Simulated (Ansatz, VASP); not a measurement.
Two plane-wave programs on CuH8

```
Cu H
1.0
     4.08120    0.00000    0.00000
     0.00000    4.08120    0.00000
     0.00000    0.00000    4.56778
Cu H
1 8
Direct
  0.00000 0.00000 0.00000
  0.39799 0.00000 0.00000
  0.60201 0.00000 0.00000
  0.00000 0.39799 0.00000
  0.00000 0.60201 0.00000
  0.28548 0.50000 0.50000
  0.71452 0.50000 0.50000
  0.50000 0.28548 0.50000
  0.50000 0.71452 0.50000
```

Alike in both runs: task relaxation of cell and atoms; functional PBE; k mesh 10 × 10 × 8; occupations gaussian, width 0.1 eV; no spin polarisation.

|  | VASP | Ansatz |
| --- | --- | --- |
| version | VASP 6.6.1 | Ansatz 0.2.0 |
| potentials or method | VASP PAW PBE potentials, release 64 (Cu, H) | scalar-relativistic, plane waves, PAW |
| plane-wave cutoff (eV) | 600 | 420 |
| valence electrons in the cell | 19 | 27 |

|  | VASP | Ansatz | Ansatz less VASP |
| --- | --- | --- | --- |
| gap on the k mesh at the Fermi level, each at its own relaxed structure (eV) | none | none | - |
| relaxed volume (Å³/atom) | 8.78 | 8.81 | +0.037 |
| relaxed cell length with the largest relative difference (Å) | 4.844 | 4.867 | +0.0232 |
| energy change over the relaxation (meV/atom) | -2 | -2 | -0.3 |

A gap of «none» marks a metal or a gap that the smearing closes. The two sets of potentials don't hold the same shells in valence.
